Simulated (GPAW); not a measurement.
# WC (Fm-3m) in GPAW: a series of runs

Runs on WC. Level: PBEsol. Tasks: band structure.

All numbers are computed with GPAW 26.7.0; they aren't measurements. Logs are shortened: lines on timing, memory, paths and dates and some standing lists are left out, and cuts for length are marked. The log counts tension as positive stress, the text compression.

### Step 1. The crystal as given

Symmetry: Fm-3m, No. 225, cubic system. Conventional cell: a = 4.385 Å, b = 4.385 Å, c = 4.385 Å, α = 90.00°, β = 90.00°, γ = 90.00°. Around W (site symmetry m-3m) lie 6 C at 2.19 Å. Around C (site symmetry m-3m) lie 6 W at 2.19 Å.

Measurements of this composition are mostly on another form, of space group No. 187.

### Step 2. Band structure, PBEsol

The input, run.py:

```python
from ase import Atoms
from ase.dft.bandgap import bandgap
from ase.io import write
from ase.units import GPa
from gpaw import GPAW, PW, setup_paths

setup_paths.insert(0, '.')

atoms = Atoms(['W', 'C'],
              cell=[[0.0, 2.192684, 2.192684],
                    [2.192684, 0.0, 2.192684],
                    [2.192684, 2.192684, 0.0]],
              scaled_positions=[[0.0, 0.0, 0.0],
                                [0.5, 0.5, 0.5]],
              pbc=True)

calc = GPAW(mode=PW(800),
            xc='PBEsol',
            kpts={'size': (10, 10, 10), 'gamma': True},
            occupations={'name': 'fermi-dirac', 'width': 0.05},
            nbands=19,
            convergence={'density': 1e-05, 'energy': 1e-05},
            maxiter=150,
            txt='gpaw.txt')
atoms.calc = calc
energy = atoms.get_potential_energy()
forces = atoms.get_forces()
stress = atoms.get_stress()
calc.write('gs.gpw')
write('result.traj', atoms)
print(f'Energy: {energy:.6f} eV')
print('Forces (eV/A):')
print(forces.round(4))
print('Stress (GPa):', (stress / GPa).round(3))
print('Fermi level:', round(calc.get_fermi_level(), 4), 'eV')
print(f'Gap: {bandgap(calc)[0]:.4f} eV, direct: {bandgap(calc, direct=True)[0]:.4f} eV')

path = atoms.cell.bandpath('GXWKGLUWLK,UX', npoints=100, eps=1e-4)
bs_calc = calc.fixed_density(kpts=path, symmetry='off', nbands=28,
                             convergence={'bands': 'CBM+6.0', 'eigenstates': 1e-6}, txt='bands.txt')
bs = bs_calc.band_structure()
bs.write('bs.json')
print(f'Gap on the path: {bandgap(bs_calc)[0]:.4f} eV')
```

Potentials or basis: PAW data sets generated in the run's folder for this functional, pw.

Run with:

```sh
$ gpaw-setup -f PBEsol C W
$ OMP_NUM_THREADS=1 python run.py
```

gpaw.txt:

```text
__  _  _
 | _ |_)|_||  |
 |__||  | ||/\| - 26.7.0

Input parameters:
  mode=PW(ecut=800.0),
  convergence={'density': 1e-05, 'energy': 1e-05},
  kpts=MonkhorstPack(size=(10, 10, 10), gamma=True),
  maxiter=150,
  nbands=19,
  occupations=Occupations(name='fermi-dirac', width=0.05),
  xc=XC(name='PBEsol')

Diagonalizing LCAO Hamiltonian
Converting LCAO to pw mode

              C

       W

Atoms  # Å, Bohr magnetons
|   | symbol |        x |        y |        z |    initial magnetic moments |
|---|--------|----------|----------|----------|-----------------------------|
| 0 |      W | 0.000000 | 0.000000 | 0.000000 | ( 0.0000,  0.0000,  0.0000) |
| 1 |      C | 2.192684 | 2.192684 | 2.192684 | ( 0.0000,  0.0000,  0.0000) |

Unit cell  # Å
| periodic |        x |        y |        z |  lengths |    angles |
|----------|----------|----------|----------|----------|-----------|
|      yes | 0.000000 | 2.192684 | 2.192684 | 3.100923 | 60.000000 |
|      yes | 2.192684 | 0.000000 | 2.192684 | 3.100923 | 60.000000 |
|      yes | 2.192684 | 2.192684 | 0.000000 | 3.100923 | 60.000000 |

Number of symmetries: 48
Symmetry operations  # r_c * U_cc + t_c -> r_c
|    | kind |            matrix            |
|----|------|------------------------------|
|  0 |  σ   |  1, 0, 0,  1, 0,-1,  1,-1, 0 |
|  1 |  C2  |  1, 0, 0,  1,-1, 0,  1, 0,-1 |
|  2 |  E   |  1, 0, 0,  0, 1, 0,  0, 0, 1 |
|  3 |  σ   |  1, 0, 0,  0, 0, 1,  0, 1, 0 |
|  4 |  C4  |  1, 0,-1,  1, 0, 0,  1,-1, 0 |
|  5 |  S6  |  1, 0,-1,  1,-1, 0,  1, 0, 0 |
|  6 |  σ   |  1, 0,-1,  0, 1,-1,  0, 0,-1 |
|  7 |  C3  |  1, 0,-1,  0, 0,-1,  0, 1,-1 |
|  8 |  S6  |  1,-1, 0,  1, 0, 0,  1, 0,-1 |
|  9 |  C4  |  1,-1, 0,  1, 0,-1,  1, 0, 0 |
| 10 |  C3  |  1,-1, 0,  0,-1, 1,  0,-1, 0 |
| 11 |  σ   |  1,-1, 0,  0,-1, 0,  0,-1, 1 |
| 12 |  σ   |  0, 1, 0,  1, 0, 0,  0, 0, 1 |
| 13 |  C4  |  0, 1, 0,  0, 1,-1, -1, 1, 0 |
| 14 |  C3  |  0, 1, 0,  0, 0, 1,  1, 0, 0 |
| 15 |  S6  |  0, 1, 0, -1, 1, 0,  0, 1,-1 |
| 16 |  C2  |  0, 1,-1,  1, 0,-1,  0, 0,-1 |
| 17 |  σ   |  0, 1,-1,  0, 1, 0, -1, 1, 0 |
| 18 |  S4  |  0, 1,-1,  0, 0,-1,  1, 0,-1 |
| 19 |  C4  |  0, 1,-1, -1, 1, 0,  0, 1, 0 |
| 20 |  C3  |  0, 0, 1,  1, 0, 0,  0, 1, 0 |
| 21 |  σ   |  0, 0, 1,  0, 1, 0,  1, 0, 0 |
| 22 |  S6  |  0, 0, 1,  0,-1, 1, -1, 0, 1 |
| 23 |  C4  |  0, 0, 1, -1, 0, 1,  0,-1, 1 |
| 24 |  S4  |  0, 0,-1,  1, 0,-1,  0, 1,-1 |
| 25 |  C3  |  0, 0,-1,  0, 1,-1,  1, 0,-1 |
| 26 |  C2  |  0, 0,-1,  0,-1, 0, -1, 0, 0 |
| 27 |  S6  |  0, 0,-1, -1, 0, 0,  0,-1, 0 |
| 28 |  S4  |  0,-1, 1,  1,-1, 0,  0,-1, 0 |
| 29 |  C4  |  0,-1, 1,  0, 0, 1, -1, 0, 1 |
| 30 |  C2  |  0,-1, 1,  0,-1, 0,  1,-1, 0 |
| 31 |  σ   |  0,-1, 1, -1, 0, 1,  0, 0, 1 |
| 32 |  C3  |  0,-1, 0,  1,-1, 0,  0,-1, 1 |
| 33 |  S6  |  0,-1, 0,  0, 0,-1, -1, 0, 0 |
| 34 |  S4  |  0,-1, 0,  0,-1, 1,  1,-1, 0 |
| 35 |  C2  |  0,-1, 0, -1, 0, 0,  0, 0,-1 |
| 36 |  C2  | -1, 1, 0,  0, 1, 0,  0, 1,-1 |
| 37 |  S6  | -1, 1, 0,  0, 1,-1,  0, 1, 0 |
| 38 |  S4  | -1, 1, 0, -1, 0, 1, -1, 0, 0 |
| 39 |  C3  | -1, 1, 0, -1, 0, 0, -1, 0, 1 |
| 40 |  S6  | -1, 0, 1,  0, 0, 1,  0,-1, 1 |
| 41 |  C2  | -1, 0, 1,  0,-1, 1,  0, 0, 1 |
| 42 |  C3  | -1, 0, 1, -1, 1, 0, -1, 0, 0 |
| 43 |  S4  | -1, 0, 1, -1, 0, 0, -1, 1, 0 |
| 44 |  C2  | -1, 0, 0,  0, 0,-1,  0,-1, 0 |
| 45 |  i   | -1, 0, 0,  0,-1, 0,  0, 0,-1 |
| 46 |  σ   | -1, 0, 0, -1, 1, 0, -1, 0, 1 |
| 47 |  C2  | -1, 0, 0, -1, 0, 1, -1, 1, 0 |

BZ-sampling:
  Number of BZ points: 1000
  Number of IBZ points: 47

  Monkhorst-Pack size: [10, 10, 10]
  Monkhorst-Pack shift: [0.05, 0.05, 0.05]

K-points  # in reciprocal-cell coordinates
|     |                                coordinates |     weight |
|-----|--------------------------------------------|------------|
|   0 | (  0.00000000,   0.00000000,   0.00000000) | 0.00100000 |
|   1 | (  0.10000000,   0.10000000,   0.00000000) | 0.00600000 |
|   2 | (  0.10000000,   0.10000000,   0.10000000) | 0.00800000 |
|   3 | (  0.20000000,   0.10000000,   0.10000000) | 0.01200000 |
|   4 | (  0.20000000,   0.20000000,   0.00000000) | 0.00600000 |
|   5 | (  0.20000000,   0.20000000,   0.10000000) | 0.02400000 |
|   6 | (  0.20000000,   0.20000000,   0.20000000) | 0.00800000 |
|   7 | (  0.30000000,   0.20000000,   0.10000000) | 0.02400000 |
|   8 | (  0.30000000,   0.20000000,   0.20000000) | 0.02400000 |
|   9 | (  0.30000000,   0.30000000,   0.00000000) | 0.00600000 |
| ... |                                            |            |
|  46 | (  0.50000000,   0.50000000,   0.50000000) | 0.00400000 |

Plane wave coefficients: 1106
Cutoff: 800.0 eV

Spin-components: 1 (collinear spins)
Bands:           19
Projectors:      11
Spin-degeneracy: 2
Datatype:        complex128

Parallelization:
  kpt:    1
  domain: 1
  band:   1

Density:
  Valence electrons: 18.0
  Components: 1
  Grid points: [21 21 21]
  Charge: 0.0  # |e|

Potential:
  Grid points: [21 21 21]

species:
  W:
    name:    Tungsten
    Z:       74.0
    valence: 14
    core:    60
    charge:  0.0  # [|e|]
    compensation charges:
      type: gauss
      rc: 0.40  # [Å]
      lmax: 2
    cutoffs:
      filter: 2.36  # [Å]
      core: 3.02  # [Å]
    projectors
    | kind |    occ | energy [eV] | rcut [Å] |
    |------|--------|-------------|----------|
    |   5s |  2.000 |     -78.864 |    1.344 |
    |   6s |  2.000 |      -5.730 |    1.344 |
    |   5p |  6.000 |     -43.252 |    1.355 |
    |   6p |  0.000 |      -1.338 |    1.355 |
    |   5d |  4.000 |      -4.526 |    1.228 |
    |    d |        |      22.686 |    1.228 |

    Using partial waves for W as LCAO basis

  C:
    name:    Carbon
    Z:       6.0
    valence: 4
    core:    2
    charge:  0.0  # [|e|]
    compensation charges:
      type: gauss
      rc: 0.20  # [Å]
      lmax: 2
    cutoffs:
      filter: 1.14  # [Å]
      core: 1.14  # [Å]
    projectors
    | kind |    occ | energy [eV] | rcut [Å] |
    |------|--------|-------------|----------|
    |   2s |  2.000 |     -13.648 |    0.635 |
    |   2p |  2.000 |      -5.232 |    0.635 |
    |    s |        |      13.563 |    0.635 |
    |    p |        |      21.979 |    0.635 |
    |    d |        |       0.000 |    0.635 |

    Using partial waves for C as LCAO basis

Reference energy: -439665.733139  # eV

eigensolver:
  PPCG
  Converge bands: occupied
  niter=2

density mixing:
  MSR1-Mixer
  Pratt-step length: 0.05
  Maximum mixing coefficient: 0.75
  Old densities: 10
  SVD Regularization: 0.005
  Good broyden scale: 1.0
  Trust region scale: 1.0
  Backstep threshold: 4.0
  History deletion threshold: 6.0
  Fourier metric: weight=20.0, sigma=0.015

occupation numbers:
  Fermi-Dirac:
    width: 0.0500  # eV

poisson solver:
  ecut: 6400.0  # eV

xc functional:
  name: PBEsol with 2 nearest neighbor stencil

convergence criteria:
- Maximum integral of absolute [dens]ity change: 1e-05 electrons / valence electron
- Maximum [total energy] change in last 3 cyles: 1e-05 eV / valence electron
- Maximum integral of absolute [eigenst]ate change: 4e-08 eV^2 / valence electron
maximum number of iterations: 150

SCF iterations
|iter     | |      energy | eigst |  dens |
|---------|-|-------------|-------|-------|
|iter:   1| |  -23.414994 | +0.09 |       |
|iter:   2| |  -22.859700 | -2.59 | -0.90 |
|iter:   3| |  -21.645372 | -1.58 | -0.97 |
|iter:   4| |  -21.648793 | -3.41 | -1.75 |
|iter:   5| |  -21.655846 | -3.76 | -1.97 |
|iter:   6| |  -21.655787 | -5.89 | -3.12 |
|iter:   7| |  -21.655787c| -7.47c| -3.84 |
|iter:   8| |  -21.655787c| -8.22c| -4.32 |
|iter:   9| |  -21.655787c| -9.79c| -5.59c|

Converged in 9 steps
Energy contributions relative to reference atoms: (reference = -439665.733139)

Energy contributions:
  Kinetic:           8.564421
  Coulomb:         -10.053805
  Zero:              0.004252
  External:          0.000000
  Xc:              -20.167469
  Entropy:          -0.006371
  Spinorbit:         0.000000
  ----------------------------
  Free energy:     -21.658973
  Extrapolated:    -21.655787

dipole moment: (-16.334932, -16.334932, -16.334932)  # |e|*Ang

Fermi level: 15.309
Eigenvalues  # (at kpt = [0.000, 0.000, 0.000])
| band index |      eig [eV] | occ [0-2] |
|------------|---------------|-----------|
|          0 |       -59.907 |     2.000 |
|        ... |               |           |
|          5 |        12.501 |     2.000 |
|          6 |        12.501 |     2.000 |
|          7 |        12.501 |     2.000 |
|          8 |        14.237 |     2.000 |
|          9 |        14.237 |     2.000 |
|         10 |        14.237 |     2.000 |
|         11 |        14.295 |     2.000 |
|         12 |        14.295 |     2.000 |
|         13 |        21.752 |     0.000 |
|         14 |        24.989 |     0.000 |
|         15 |        38.393 |     0.000 |
|         16 |        38.393 |     0.000 |
|         17 |        38.393 |     0.000 |
|         18 |        41.101 |     0.000 |

No gap
No difference between direct/indirect transitions

Forces  # eV/Ang
|        x |       y |        z |
|----------|---------|----------|
| -0.00000 | 0.00000 |  0.00000 |  # W    0
| -0.00000 | 0.00000 | -0.00000 |  # C    1

Stress tensor  # eV/Ang^3
|         x |         y |         z |
|-----------|-----------|-----------|
|  0.067136 | -0.000000 | -0.000000 |
| -0.000000 |  0.067136 |  0.000000 |
| -0.000000 |  0.000000 |  0.067136 |

# Writing to gs.gpw (mode='')
```

Wall time 55 s (1 thread of Arm Neoverse V1, shared host); peak memory 0.25 GiB.

Results:

| Quantity | Value |
| --- | --- |
| Free energy | -21.6590 eV |
| Pressure | -10.8 GPa |
| Band gap along the path | none (metal or under the smearing width) |

Levels at the corners of the path, in eV from the Fermi level:
```tsv
point	band 6	band 7	band 8	band 9	band 10	band 11	band 12	band 13
Γ	-2.81	-2.81	-2.81	-1.07	-1.07	-1.07	-1.01	-1.01
X	-5.83	-5.64	-2.52	-2.52	0.80	2.22	2.22	5.39
W	-6.33	-6.11	-6.11	0.44	0.44	2.23	3.41	4.87
K	-7.00	-5.97	-4.89	-1.74	1.38	2.48	4.81	4.82
Γ	-2.81	-2.81	-2.81	-1.07	-1.07	-1.07	-1.01	-1.01
L	-9.82	-6.60	-6.60	0.99	0.99	2.28	4.87	8.75
U	-7.00	-5.97	-4.89	-1.74	1.38	2.48	4.81	4.82
W	-6.33	-6.11	-6.11	0.44	0.44	2.23	3.41	4.87
L	-9.82	-6.60	-6.60	0.99	0.99	2.28	4.87	8.75
K	-7.00	-5.97	-4.89	-1.74	1.38	2.48	4.81	4.82
U	-7.00	-5.97	-4.89	-1.74	1.38	2.48	4.81	4.82
X	-5.83	-5.64	-2.52	-2.52	0.80	2.22	2.22	5.39
```

Caveat: spin-orbit coupling is left out, which moves the levels of the heavy elements.

### Step 3. Band structure, PBEsol, spin-orbit coupling, no magnetisation

Changes to run.py since step 2:

```diff
@@ -1 +1,2 @@
+import numpy as np
 from ase import Atoms
@@ -5,2 +6,3 @@
 from gpaw import GPAW, PW, setup_paths
+from gpaw.spinorbit import soc_eigenstates
 
@@ -43 +45,7 @@
 print(f'Gap on the path: {bandgap(bs_calc)[0]:.4f} eV')
+
+soc = soc_eigenstates(bs_calc, theta=90, phi=45)
+np.savetxt('soc_bands.dat', soc.eigenvalues(), fmt='%.4f')
+mesh = soc_eigenstates('gs.gpw', theta=90, phi=45)
+np.savetxt('soc_mesh.dat', mesh.eigenvalues(), fmt='%.4f')
+print('Fermi level with spin-orbit coupling:', round(mesh.fermi_level, 4), 'eV')
```

Potentials or basis: PAW data sets generated in the run's folder for this functional, pw.

Run with:

```sh
$ gpaw-setup -f PBEsol C W
$ OMP_NUM_THREADS=1 python run.py
```

gpaw.txt:

```text
__  _  _
 | _ |_)|_||  |
 |__||  | ||/\| - 26.7.0

Input parameters:
  mode=PW(ecut=800.0),
  convergence={'density': 1e-05, 'energy': 1e-05},
  kpts=MonkhorstPack(size=(10, 10, 10), gamma=True),
  maxiter=150,
  nbands=19,
  occupations=Occupations(name='fermi-dirac', width=0.05),
  xc=XC(name='PBEsol')

Diagonalizing LCAO Hamiltonian
Converting LCAO to pw mode

              C

       W

Atoms  # Å, Bohr magnetons
|   | symbol |        x |        y |        z |    initial magnetic moments |
|---|--------|----------|----------|----------|-----------------------------|
| 0 |      W | 0.000000 | 0.000000 | 0.000000 | ( 0.0000,  0.0000,  0.0000) |
| 1 |      C | 2.192684 | 2.192684 | 2.192684 | ( 0.0000,  0.0000,  0.0000) |

Unit cell  # Å
| periodic |        x |        y |        z |  lengths |    angles |
|----------|----------|----------|----------|----------|-----------|
|      yes | 0.000000 | 2.192684 | 2.192684 | 3.100923 | 60.000000 |
[... 205 lines left out ...]
  Coulomb:         -10.053805
  Zero:              0.004252
  External:          0.000000
  Xc:              -20.167469
  Entropy:          -0.006371
  Spinorbit:         0.000000
  ----------------------------
  Free energy:     -21.658973
  Extrapolated:    -21.655787

dipole moment: (-16.334932, -16.334932, -16.334932)  # |e|*Ang

Fermi level: 15.309
Eigenvalues  # (at kpt = [0.000, 0.000, 0.000])
| band index |      eig [eV] | occ [0-2] |
|------------|---------------|-----------|
|          0 |       -59.907 |     2.000 |
|        ... |               |           |
|          5 |        12.501 |     2.000 |
|          6 |        12.501 |     2.000 |
|          7 |        12.501 |     2.000 |
|          8 |        14.237 |     2.000 |
|          9 |        14.237 |     2.000 |
|         10 |        14.237 |     2.000 |
|         11 |        14.295 |     2.000 |
|         12 |        14.295 |     2.000 |
|         13 |        21.752 |     0.000 |
|         14 |        24.989 |     0.000 |
|         15 |        38.393 |     0.000 |
|         16 |        38.393 |     0.000 |
|         17 |        38.393 |     0.000 |
|         18 |        41.101 |     0.000 |

No gap
No difference between direct/indirect transitions

Forces  # eV/Ang
|        x |       y |        z |
|----------|---------|----------|
| -0.00000 | 0.00000 |  0.00000 |  # W    0
| -0.00000 | 0.00000 | -0.00000 |  # C    1

Stress tensor  # eV/Ang^3
|         x |         y |         z |
|-----------|-----------|-----------|
|  0.067136 | -0.000000 | -0.000000 |
| -0.000000 |  0.067136 |  0.000000 |
| -0.000000 |  0.000000 |  0.067136 |

# Writing to gs.gpw (mode='')
```

stdout:

```text
Energy: -21.655787 eV
Forces (eV/A):
[[-0.  0.  0.]
 [-0.  0. -0.]]
Stress (GPa): [10.756 10.756 10.756  0.    -0.    -0.   ]
Fermi level: 15.3087 eV
Gap: 0.0000 eV, direct: 0.0000 eV
Gap on the path: 0.0000 eV
Fermi level with spin-orbit coupling: 15.2895 eV
```

bands.txt:

```text
Diagonalizing LCAO Hamiltonian
Converting LCAO to pw mode
convergence criteria:
- Maximum integral of absolute [eigenst]ate change: 1e-06 eV^2 / valence electron
maximum number of iterations: 150

SCF iterations
|iter     | |      energy | eigst |  dens |
|---------|-|-------------|-------|-------|
|iter:   1| |             | +0.06 |       |
[... 104 lines left out ...]
         [0.375     , 0.375     , 0.75      ],
         [0.625     , 0.25      , 0.625     ],
         [0.60416667, 0.20833333, 0.60416667],
         [0.58333333, 0.16666667, 0.58333333],
         [0.5625    , 0.125     , 0.5625    ],
         [0.54166667, 0.08333333, 0.54166667],
         [0.52083333, 0.04166667, 0.52083333],
         [0.5       , 0.        , 0.5       ]])),
  maxiter=150,
  nbands=28,
  occupations=Occupations(name='fermi-dirac', width=0.05),
  symmetry=Symmetry(point_group=False, time_reversal=False),
  xc=XC(name='PBEsol')
```

Wall time 57 s (1 thread of Arm Neoverse V1, shared host); peak memory 0.32 GiB.

Results:

```
Free energy             : -21.6590 eV
Pressure                : -10.8 GPa
Band gap along the path : none (metal or under the smearing width)
```

Levels at the corners of the path, in eV from the Fermi level:
```tsv
point	band 14	band 15	band 16	band 17	band 18	band 19	band 20	band 21	band 22	band 23
Γ	-3.00	-2.52	-2.52	-1.24	-1.24	-0.94	-0.94	-0.94	-0.94	-0.93
X	-5.66	-2.64	-2.64	-2.13	-2.13	0.77	0.77	1.93	1.93	2.52
W	-6.34	-5.70	-5.70	0.44	0.44	0.47	0.47	2.20	2.20	3.45
K	-5.88	-4.80	-4.80	-1.71	-1.71	1.32	1.32	2.49	2.49	4.84
Γ	-3.00	-2.52	-2.52	-1.24	-1.24	-0.94	-0.94	-0.94	-0.94	-0.93
L	-6.68	-6.51	-6.51	0.92	0.92	0.99	0.99	2.38	2.38	4.87
U	-5.88	-4.80	-4.80	-1.71	-1.71	1.32	1.32	2.49	2.49	4.84
W	-6.34	-5.70	-5.70	0.44	0.44	0.47	0.47	2.20	2.20	3.45
L	-6.68	-6.51	-6.51	0.92	0.92	0.99	0.99	2.38	2.38	4.87
K	-5.88	-4.80	-4.80	-1.71	-1.71	1.32	1.32	2.49	2.49	4.84
U	-5.88	-4.80	-4.80	-1.71	-1.71	1.32	1.32	2.49	2.49	4.84
X	-5.66	-2.64	-2.64	-2.13	-2.13	0.77	0.77	1.93	1.93	2.52
```

Caveat: spin-orbit coupling was added after a scalar SCF, so levels and gaps hold it while energy, forces, pressure and moments don't; this program's spin-orbit splittings come out too wide for heavy elements.
